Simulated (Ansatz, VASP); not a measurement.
Given: the input of a run of Ansatz 0.2.0 on NiO. 

File input.yaml:

```yaml
crystal:
  lattice:
    - [0.0, 2.0859016414, 2.0859016414]
    - [2.0859016414, 0.0, 2.0859016414]
    - [2.0859016414, 2.0859016414, 0.0]
  atoms:
    - { symbol: Ni, position: [0.0, 0.0, 0.0], spin: 1.0 }
    - { symbol: O, position: [0.5, 0.5, 0.5] }
kpoints:
  mp_grid: { grid: [11, 11, 11] }
scf:
  occupations: { method: gaussian, width: 0.022 }
hamiltonian:
  xc: pbe
  pseudopotentials: { kind: all_electron, lapw: { basis_error: 0.001 } }
magnetization:
  spin_polarized: true
output:
  forces: true
  stress: true
  eigenvalues: true
```

Potentials or basis: all-electron LAPW, scalar-relativistic.

Command:

```bash
$ ansatz run input.yaml --threads 2 --pin off --max-ram 6144MiB --backend cpu --events-out ev --progress --plain --runs-dir out
```

Task: Set up the same calculation for VASP 6.6.1. Potentials or basis there: PBE PAW files Ni, O, 520 eV.

Result: As run (cutoffs and basis follow the program's own potentials, and thresholds, step limits or extra output files can differ):

Contents of INCAR:

```
PREC = Accurate
ENCUT = 520
EDIFF = 1E-7
ISMEAR = 0
SIGMA = 0.022
LREAL = F
LASPH = T
NELM = 100
ALGO = Normal
ISIF = 2
LWAVE = F
LCHARG = F
ISPIN = 2
MAGMOM = 1 0
LORBIT = 11
LMAXMIX = 4
GGA = PE
NBANDS = 19
```

The input KPOINTS:

```
regular mesh
0
Gamma
  11 11 11
```

The input POSCAR:

```
NiO
1.0
    0.0000000000      2.0859016414      2.0859016414
    2.0859016414      0.0000000000      2.0859016414
    2.0859016414      2.0859016414      0.0000000000
Ni O
1 1
Direct
    0.0000000000      0.0000000000      0.0000000000
    0.5000000000      0.5000000000      0.5000000000
```

Potentials or basis: VASP PAW PBE potentials, release 64 (Ni, O).

Launch:

```console
$ cat potpaw_PBE.64/Ni/POTCAR potpaw_PBE.64/O/POTCAR > POTCAR
$ mpirun -np 1 vasp_std > vasp.out
```

Both were run:

|  | Ansatz | VASP |
| --- | --- | --- |
| Pressure | 6.6 GPa | 6.0 GPa |
| Net moment | 1.82 μB per cell | 1.77 μB per cell |

Where Ansatz's input types no cutoff or centring, it takes its own default and a Γ-centred mesh.

The magnetic state is the one that the start led to; the real crystal's order can differ.

Pressure is positive in compression.
